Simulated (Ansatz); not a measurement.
# Lattice vibrations of HfS₂ at Γ at 16 GPa

All numbers below come from DFT LDA, scalar-relativistic, plane waves, PAW in Ansatz. Cutoff 420 eV, 12×12×8 k-points (Γ-centred), Fermi-Dirac smearing of 0.15 eV. No spin polarisation. Phonons by linear response, acoustic sum rule imposed.

The cell, relaxed at 16 GPa:
```
Hf S
1.0
     3.35549    0.00000    0.00000
    -1.67775    2.90594    0.00000
     0.00000    0.00000    5.16294
Hf S
1 2
Direct
  0.00000 0.00000 0.00000
  0.66667 0.33333 0.71065
  0.33333 0.66667 0.28935
```

In a metal, frequencies and elastic constants depend on the k mesh and the smearing, soft modes and shear constants most. Spin–orbit coupling is left out, which matters for heavy elements. A semilocal functional can close a gap that the real compound has.

Q: Is this structure stable against zone-centre distortions?

A: Yes, at Γ: no optical mode is imaginary. Strains and other wave vectors aren't tested by this run.

Q: List the optical modes at Γ (i marks imaginary ones).

A:
```
frequency (cm⁻¹) degeneracy
             198           2
             282           2
             357           1
             402           1
```

Cost: 1 run of about 2.8 core-minutes, on AMD EPYC 7R43 (Zen 3) (shared hosts).